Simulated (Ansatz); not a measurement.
# WS₂: a two-dimensional sheet

It was reached by relaxing an invented guess, and it needn't be the stable form of this composition.

The calculation used DFT PBE, scalar-relativistic, plane waves, PAW in Ansatz. Cutoff 420 eV; k points 18×18×1 on the computed 3-atom cell (Γ-centred); Gaussian smearing, width 0.10 eV; no spin polarisation.

The sheet is periodic along a and b; c holds vacuum.

```
W S
1.0
     3.21038    0.00000    0.00000
    -1.60519    2.78027    0.00000
     0.00000    0.00000   29.38240
W S
1 2
Direct
  0.00000 0.00000 0.28929
  0.33333 0.66667 0.34295
  0.66667 0.33333 0.23563
```

Formation energies are uncorrected and refer to the elements' standard structures at the same level.

```
Layer group                                       : p-3m1 (No. 72)
In-plane cell                                     : a = 3.210 Å, b = 3.210 Å, γ = 120.0°
Area per atom                                     : 2.98 Å²
Thickness between the outermost nuclei            : 3.15 Å
Formation energy                                  : −0.54 eV/atom
Band gap over mesh and path                       : none (metal or semimetal)
Density of states at the Fermi level              : 0.8 states/eV per cell
Löwdin character within 0.5 eV of the Fermi level : W 5d 52 %, S 3p 45 %
Bader charges (e)                                 : W1 1.46, S2 -0.73, S3 -0.73
```

Levels along Γ–M–K–Γ, in eV from the Fermi level, sorted by energy at each point. Points in fractions of the primitive reciprocal vectors: Γ (0.000 0.000 0.000), M (0.500 0.000 0.000), K (0.333 0.333 0.000).
| point | k (1/Å, with 2π) | band 11 | band 12 | band 13 | band 14 | band 15 | band 16 | band 17 |
| --- | --- | --- | --- | --- | --- | --- | --- | --- |
| Γ | 0.000 | -0.86 | -0.82 | -0.82 | -0.57 | -0.57 | 3.38 | 3.38 |
| - | 0.161 | -1.61 | -1.32 | -0.88 | -0.12 | -0.07 | 3.10 | 3.35 |
| - | 0.323 | -2.49 | -1.84 | -1.02 | 0.23 | 0.44 | 2.68 | 3.31 |
| - | 0.484 | -2.50 | -2.15 | -1.33 | 0.53 | 0.79 | 2.65 | 3.36 |
| - | 0.646 | -2.76 | -2.20 | -1.72 | 0.90 | 1.03 | 3.11 | 3.50 |
| - | 0.807 | -3.19 | -2.10 | -1.97 | 1.25 | 1.40 | 3.65 | 3.79 |
| - | 0.969 | -3.29 | -2.11 | -2.00 | 1.48 | 1.96 | 3.74 | 4.11 |
| M | 1.130 | -3.20 | -2.17 | -1.97 | 1.57 | 2.27 | 3.77 | 4.06 |
| - | 1.223 | -3.19 | -2.58 | -1.63 | 1.54 | 2.23 | 3.63 | 4.09 |
| - | 1.316 | -3.19 | -3.13 | -1.25 | 1.47 | 2.11 | 3.33 | 4.16 |
| - | 1.410 | -3.71 | -3.25 | -0.90 | 1.39 | 1.92 | 3.07 | 4.22 |
| - | 1.503 | -4.22 | -3.39 | -0.55 | 1.26 | 1.67 | 2.95 | 4.24 |
| - | 1.596 | -4.33 | -3.60 | -0.16 | 1.08 | 1.37 | 3.03 | 4.16 |
| - | 1.689 | -4.24 | -3.84 | 0.26 | 0.87 | 1.07 | 3.28 | 3.95 |
| K | 1.782 | -4.17 | -4.02 | 0.66 | 0.66 | 0.83 | 3.62 | 3.62 |
| - | 1.969 | -4.16 | -3.69 | 0.30 | 0.33 | 1.64 | 2.87 | 4.33 |
| - | 2.155 | -4.40 | -3.19 | -0.07 | 0.13 | 2.05 | 2.47 | 4.55 |
| - | 2.341 | -3.85 | -2.64 | -0.51 | 0.03 | 1.77 | 2.45 | 4.02 |
| - | 2.528 | -3.42 | -2.25 | -0.80 | 0.10 | 1.14 | 2.73 | 3.27 |
| - | 2.714 | -2.78 | -2.09 | -0.86 | 0.24 | 0.53 | 2.82 | 3.08 |
| - | 2.901 | -1.73 | -1.49 | -0.85 | -0.03 | -0.01 | 3.05 | 3.31 |
| Γ | 3.087 | -0.86 | -0.82 | -0.82 | -0.57 | -0.57 | 3.38 | 3.38 |

The last run used an 18×18×1 mesh for its 3-atom cell and Gaussian smearing of 0.10 eV. Spin–orbit coupling, which can matter for W, is left out. The cell is a metal run without spin; a magnetic state may lie lower. The reference form of S is held partly by dispersion forces, which this level lacks.
